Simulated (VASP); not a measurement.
# MoS2 (R-3m) in VASP: single point with HSE06

Aim: the single point of MoS2 with HSE06.

All numbers are computed with VASP 6.6.1; they aren't measurements. Logs are shortened: lines on timing, memory, paths and dates and some standing lists are left out, and cuts for length are marked.

## 1. The structure

It takes space group R-3m (No. 166, trigonal). Conventional cell: a = 3.171 Å, b = 3.171 Å, c = 18.345 Å, α = 90.00°, β = 90.00°, γ = 120.00°. Mo (site symmetry -3m) has 6 S at 2.39 Å as nearest neighbours. S (site symmetry 3m) has 3 Mo at 2.39 Å as nearest neighbours.

Measurements of this composition are mostly on another form, of space group No. 194.

## 2. Single point, HSE06, collinear spin, ferromagnetic start

POSCAR reads:

```
MoS2
1.0
    1.5855002900      0.9153890200      6.1149982500
   -1.5855002900      0.9153890200      6.1149982500
    0.0000000000     -3.6615560800     12.2299965000
Mo S
2 4
Direct
    0.0000000000      0.0000000000      0.0000000000
    0.0000000000      0.0000000000      0.5000000000
    0.7500000000      0.7500000000      0.3750000000
    0.2500000000      0.2500000000      0.1250000000
    0.7500000000      0.7500000000      0.8750000000
    0.2500000000      0.2500000000      0.6250000000
```

INCAR.step1 reads:

```
  PREC = Accurate
  ENCUT = 450
  EDIFF = 1E-5
  ISMEAR = 0
  SIGMA = 0.05
  LREAL = False
  LASPH = True
  NELM = 80
  ALGO = Normal
  ISIF = 2
  LWAVE = True
  ISPIN = 2
  MAGMOM = 1 1 0 0 0 0
  LORBIT = 11
  LMAXMIX = 4
  GGA = PE
```

INCAR.step2 reads:

```
  PREC = Accurate
  ENCUT = 450
  EDIFF = 1E-7
  ISMEAR = 0
  SIGMA = 0.05
  LREAL = False
  LASPH = True
  NELM = 80
  ALGO = Normal
  ISIF = 2
  LWAVE = False
  LCHARG = True
  ISPIN = 2
  MAGMOM = 1 1 0 0 0 0
  LORBIT = 11
  LMAXMIX = 4
  GGA = PE
  LHFCALC = True
  HFSCREEN = 0.2
  PRECFOCK = Fast
  LELF = True
  LVHAR = True
  ISTART = 1
```

KPOINTS reads:

```
regular mesh
0
Gamma
  3 3 2
```

Potentials or basis: VASP PAW PBE potentials, release 64 (Mo_sv, S).

The run is started by

```bash
> cat potpaw_PBE.64/Mo_sv/POTCAR potpaw_PBE.64/S/POTCAR > POTCAR
> cp INCAR.step1 INCAR
> mpirun -np 1 vasp_std > vasp.out
> cp INCAR.step2 INCAR
> mpirun -np 1 vasp_std > vasp.out
```

OUTCAR:

```text
PREC = Accurate
   ENCUT = 450
   EDIFF = 1E-7
   ISMEAR = 0
   LREAL = False
   LASPH = True
   NELM = 80
   ISIF = 2
   ISPIN = 2
   LORBIT = 11
   GGA = PE
   LHFCALC = True
   HFSCREEN = 0.2
   PRECFOCK = Fast
   ISTART = 1

 ion  position               nearest neighbor table
   1  0.000  0.000  0.000-   5 2.39   5 2.39   4 2.39   4 2.39   3 2.39   6 2.39   2 3.17   2 3.17
                             2 3.17   2 3.17
   2  0.000  0.000  0.500-   3 2.39   3 2.39   6 2.39   6 2.39   4 2.39   5 2.39   1 3.17   1 3.17
                             1 3.17   1 3.17
   3  0.750  0.750  0.375-   2 2.39   2 2.39   1 2.39
   4  0.250  0.250  0.125-   1 2.39   1 2.39   2 2.39
   5  0.750  0.750  0.875-   1 2.39   1 2.39   2 2.39
   6  0.250  0.250  0.625-   2 2.39   2 2.39   1 2.39

  LATTYP: Found a base centered monoclinic cell.
 ALAT       =    12.3662671256
 B/A-ratio  =     0.2564234257
 C/A-ratio  =     0.4441384020
 COS(beta)  =    -0.1480461340

  Lattice vectors:

 A1 = (   1.5855002900,   0.9153890200,   6.1149982500)
 A2 = (  -1.5855002900,   0.9153890200,   6.1149982500)
 A3 = (   0.0000000000,  -5.4923341200,   0.0000000000)

Analysis of symmetry for initial positions (statically):
=====================================================================
 Subroutine PRICEL returns following result:

  LATTYP: Found a trigonal (rhomboedric) cell.
 ALAT       =     6.3831772516
 COS(alpha) =     0.8766074785
[... 12 lines left out ...]
 Subroutine GETGRP returns: Found  4 space group operations
 (whereof  4 operations were pure point group operations)
 out of a pool of  4 trial point group operations.

The static configuration has the point symmetry C_2h.

Analysis of symmetry for dynamics (positions and initial velocities):
=====================================================================
 Subroutine PRICEL returns following result:

  LATTYP: Found a trigonal (rhomboedric) cell.
 ALAT       =     6.3831772516
 COS(alpha) =     0.8766074785
[... 12 lines left out ...]
 Subroutine GETGRP returns: Found  4 space group operations
 (whereof  4 operations were pure point group operations)
 out of a pool of  4 trial point group operations.

The dynamic configuration has the point symmetry C_2h.

Analysis of structural, dynamic, and magnetic symmetry:
=====================================================================
 Subroutine PRICEL returns following result:

  LATTYP: Found a trigonal (rhomboedric) cell.
 ALAT       =     6.3831772516
 COS(alpha) =     0.8766074785
[... 12 lines left out ...]
 Subroutine GETGRP returns: Found  4 space group operations
 (whereof  4 operations were pure point group operations)
 out of a pool of  4 trial point group operations.

The overall configuration has the point symmetry C_2h.

 Subroutine INISYM returns: Found  4 space group operations
 (whereof  4 operations are pure point group operations),
 and found     2 'primitive' translations

----------------------------------------------------------------------------------------

                                     Primitive cell

  volume of cell :      53.2500

  direct lattice vectors                    reciprocal lattice vectors
     1.585500290  0.915389020  6.114998250     0.315357874  0.182071953  0.054510781
    -1.585500290  0.915389020  6.114998250    -0.315357874  0.182071953  0.054510781
     0.000000000 -1.830778040  6.114998250     0.000000000 -0.364143906  0.054510781

  length of vectors
     6.383177252  6.383177252  6.383177252     0.368201317  0.368201317  0.368201317

  position of ions in fractional coordinates (direct lattice)
     0.000000000  0.000000000  0.000000000
     0.750000000  0.750000000  0.750000000
     0.250000000  0.250000000  0.250000000

  ion indices of the primitive-cell ions
   primitive index   ion index
                 1           1
                 2           5
                 3           4

----------------------------------------------------------------------------------------
[... 37 lines left out ...]
   total plane-waves  NPLWV = 207360
   dimension x,y,z NGX =    48 NGY =   48 NGZ =   90
   dimension x,y,z NGXF=    96 NGYF=   96 NGZF=  180
   ions per type =               2   4
   NGX,Y,Z   is equivalent  to a cutoff of  12.50, 12.50, 11.72 a.u.
   NGXF,Y,Z  is equivalent  to a cutoff of  25.00, 25.00, 23.44 a.u.
 SYSTEM =  unknown system
   PREC   = accura    normal or accurate (medium, high low for compatibility)
   ISTART =      1    job   : 0-new  1-cont  2-samecut
   ICHARG =      0    charge: 1-file 2-atom 10-const
   ISPIN  =      2    spin polarized calculation?
   LNONCOLLINEAR =      F non collinear calculations
   LSORBIT =      F    spin-orbit coupling
   LASPH  =      T    aspherical Exc in radial PAW
   ENCUT  =  450.0 eV  33.07 Ry    5.75 a.u.  11.04 11.04 22.08*2*pi/ulx,y,z
   NELM   =     80;   NELMIN=  2; NELMDL=  0     # of ELM steps
   EDIFF  = 0.1E-06   stopping-criterion for ELM
   LREAL  =      F    real-space projection
   EDIFFG = 0.1E-05   stopping-criterion for IOM
   NSW    =      0    number of steps for IOM
   IBRION =     -1    ionic relax: 0-MD 1-quasi-New 2-CG
   NFREE  =      0    steps in history (QN), initial steepest desc. (CG)
   ISIF   =      2    stress and relaxation
   ISYM   =      3    0-nonsym 1-usesym 2-fastsym
   POTIM  = 0.5000    time-step for ionic-motion
   TEBEG  =    0.0;   TEEND  =   0.0 temperature during run
   PSTRESS=    0.0 pullay stress
   NELECT =      52.0000    total number of electrons
   NUPDOWN=      -1.0000    fix difference up-down
   EMIN   =  10.00;   EMAX   =-10.00  energy-range for DOS
   EFERMI =   0.00;   METHOD = LEGACY
   ISMEAR =     0;   SIGMA  =   0.05  broadening in eV -4-tet -1-fermi 0-gaus
   EFERMI_NEDOS =   21; number of points for ismear=-14 and -15
   IALGO  =     38    algorithm
   IMIX   =      1    mixing-type and parameters
     AMIX     =   0.40;   BMIX     =  1.00
     AMIX_MAG =   1.60;   BMIX_MAG =  1.00
  volume/ion in A,a.u.               =      17.75       119.78
  Fermi-wavevector in a.u.,A,eV,Ry     =   1.289118  2.436080 22.610512  1.661826
  Thomas-Fermi vector in A             =   2.421031
   LORBIT       =     11    0 simple, 1 ext, 2 COOP (PROOUT), +10 PAW based schemes
   GGA     = PE    functional components
   LHFCALC =     T    Hartree Fock is set to
   PRECFOCK=fast      Normal, Fast or Accurate (Low or Medium for compatibility)
   ENCUT4O =  -1.0   cutoff for four orbital integrals eV
   NKREDX  =     1    reduce k-point grid by
   NKREDY  =     1    reduce k-point grid by
   NKREDZ  =     1    reduce k-point grid by
   AEXX    =    0.2500 exact exchange contribution
   HFSCREEN=    0.2000 screening length (either q_TF or 0.3 A-1)
   HFSCREENC=   0.2000 screening length for correlation (either q_TF or 0.3 A-1)
   ENCUTFOCK=  -1.0 apply spherical cutoff to Coloumb kernel
   IVDW    =     0    specifies the selected vdW correction
   LEPSILON=     F    determine dielectric tensor
   LRPA    =     F    only Hartree local field effects (RPA)
 spin polarized calculation
 Gauss-broadening in eV      SIGMA  =   0.05
  energy-cutoff  :      450.00
  volume of cell :      106.50
 maximum number of plane-waves:      2329
 NGX is ok and might be reduce to    48
  NGX = 24; NGY = 24; NGZ = 48

 number of electron      51.9999999 magnetization      -0.4445794

 Free energy of the ion-electron system (eV)
  ---------------------------------------------------
  ext. energy  EPLUGINS =         0.00000000
  ---------------------------------------------------
  free energy    TOTEN  =       -50.49129034 eV

  energy without entropy =      -50.49128948  energy(sigma->0) =      -50.49128991

 E-fermi :   7.6781     XC(G=0):  -8.9112

 val. band max:        7.5329791931   @ k =   0.3333   0.3333   0.5000
 cond. band min:       7.8214173462   @ k =  -0.3333   0.3333   0.0000
 fundamental gap:      0.2884381531
 Fermi energy:         7.6781249611

 spin component 1

 k-point     1 :       0.0000    0.0000    0.0000
  band No.  band energies     occupation
      1     -58.4270      1.00000
      2     -58.3791      1.00000
      3     -31.4204      1.00000
      4     -31.1010      1.00000
      5     -31.0407      1.00000
      6     -30.9945      1.00000
[... 269 lines left out ...]
     31      11.4151      0.00000
     32      11.4151      0.00000
 Fermi energy:         7.6781249611

 spin component 2

 k-point     1 :       0.0000    0.0000    0.0000
  band No.  band energies     occupation
      1     -58.5296      1.00000
      2     -58.4812      1.00000
      3     -31.5262      1.00000
      4     -31.2037      1.00000
      5     -31.2000      1.00000
      6     -31.1018      1.00000
[... 269 lines left out ...]
     31      11.3493      0.00000
     32      11.3493      0.00000

------------------------ aborting loop because EDIFF is reached ----------------------------------------

  FORCE on cell =-STRESS in cart. coord.  units (eV):
  Direction    XX          YY          ZZ          XY          YZ          ZX
  --------------------------------------------------------------------------------------
  -------------------------------------------------------------------------------------
  Total        1.0447940      2.9717881      2.8441137      0.0000000     -0.7315582      0.0000000
  in kB       15.7177954     44.7073383     42.7866147      0.0000000    -11.0055020      0.0000000
  external PRESSURE =      34.4039161 kB  Pullay stress =       0.0000000 kB

 VOLUME and BASIS-vectors are now :
 -----------------------------------------------------------------------------
  energy-cutoff  :      450.00
  volume of cell :      106.50
      direct lattice vectors                 reciprocal lattice vectors
     1.585500290  0.915389020  6.114998250     0.315357874  0.182071953  0.054510781
    -1.585500290  0.915389020  6.114998250    -0.315357874  0.182071953  0.054510781
     0.000000000 -3.661556080 12.229996500     0.000000000 -0.182071953  0.027255391

 POSITION                                       TOTAL-FORCE (eV/Angst)
 -----------------------------------------------------------------------------------
      0.00000      0.00000      0.00000         0.000000     -0.000000      0.000000
      0.00000     -1.83078      6.11500        -0.000000     -0.000000      0.000000
      0.00000      0.00000     13.75875         0.000000     -0.166661      0.282148
      0.00000      0.00000      4.58625         0.000000      0.166661     -0.282148
      0.00000     -1.83078     19.87374         0.000000     -0.166661      0.282148
      0.00000     -1.83078     10.70125         0.000000      0.166661     -0.282148
 -----------------------------------------------------------------------------------
    total drift:                                0.000000     -0.000000     -0.000000

  FREE ENERGIE OF THE ION-ELECTRON SYSTEM (eV)
  ---------------------------------------------------
  free  energy   TOTEN  =       -50.4912903415 eV

  energy  without entropy=      -50.4912894754  energy(sigma->0) =      -50.49128991

 total charge

# of ion       s       p       d       tot
------------------------------------------
    1        2.306   6.245   3.891  12.442
    2        2.306   6.245   3.891  12.442
    3        1.362   2.359   0.000   3.720
    4        1.362   2.359   0.000   3.720
    5        1.362   2.359   0.000   3.720
    6        1.362   2.359   0.000   3.720
--------------------------------------------------
tot         10.059  21.925   7.782  39.766

 magnetization (x)

# of ion       s       p       d       tot
------------------------------------------
    1       -0.001  -0.001  -0.116  -0.119
    2       -0.001  -0.001  -0.116  -0.119
    3       -0.001  -0.029   0.000  -0.030
    4       -0.001  -0.029   0.000  -0.030
    5       -0.001  -0.029   0.000  -0.030
    6       -0.001  -0.029   0.000  -0.030
--------------------------------------------------
tot         -0.006  -0.118  -0.233  -0.357
```

It took 56 min on 1 thread of Intel Xeon Platinum 8488C (Sapphire Rapids), shared host; peak memory 0.73 GiB.

Results:

- Free energy: -50.4913 eV
- Pressure: 3.4 GPa
- Largest force: 0.328 eV/Å
- Band gap on the k mesh: none (metal or under the smearing width)
- Net moment: -0.44 μB per cell
- Site moments: Mo -0.12; S -0.03 μB
- Valence electrons inside the program's atomic spheres: Mo 12.44; S 3.72

Forces in eV/Å, atoms in the order of the input:
```
Mo   0.000  0.000  0.000
Mo   0.000  0.000  0.000
S    0.000 -0.167  0.282
S    0.000  0.167 -0.282
S    0.000 -0.167  0.282
S    0.000  0.167 -0.282
```

Stress tensor (GPa, compression positive):
```
 1.57  0.00  0.00
 0.00  4.47 -1.10
 0.00 -1.10  4.28
```

Caveat: the k mesh is coarse (spacing up to 0.77 Å⁻¹), so the values aren't converged, least of all with exact exchange; the PAW data sets were made with another functional, which shifts forces and pressure a little; the cell's inner coordinates are idealised or old, which leaves forces on the atoms.
